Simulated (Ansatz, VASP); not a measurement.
Two plane-wave programs on ZnS

```
CELL_PARAMETERS angstrom
0.00000 2.68760 2.68760
2.68760 0.00000 2.68760
2.68760 2.68760 0.00000
ATOMIC_POSITIONS crystal
Zn 0.00000 0.00000 0.00000
S 0.75000 0.75000 0.75000
```

Alike in both runs: functional PBE; dispersion D3(BJ); k mesh 10 × 10 × 10; occupations gaussian, width 0.02 eV; no spin polarisation.

Ansatz relaxed the structure, and its values are those at the end. VASP's run is a single point on that final structure, the one shown.

|  | VASP | Ansatz |
| --- | --- | --- |
| version | VASP 6.6.1 | Ansatz 0.2.0 |
| potentials or method | VASP PAW PBE potentials, release 64 (Zn, S) | scalar-relativistic, plane waves, PAW |
| plane-wave cutoff (eV) | 520 | 420 |
| valence electrons in the cell | 18 | 18 |

VASP gave:

```
gap on the k mesh at the Fermi level (eV) : 2.18
least direct gap on the mesh (eV)         : 2.18
pressure (GPa)                            : 0.2
```

Problem. What did Ansatz give for the same quantities?

Solution. gap on the k mesh at the Fermi level (eV): 2.18; least direct gap on the mesh (eV): 2.18; pressure (GPa): 0.0.

PBE gaps usually lie below the measured ones, often by a third to a half.
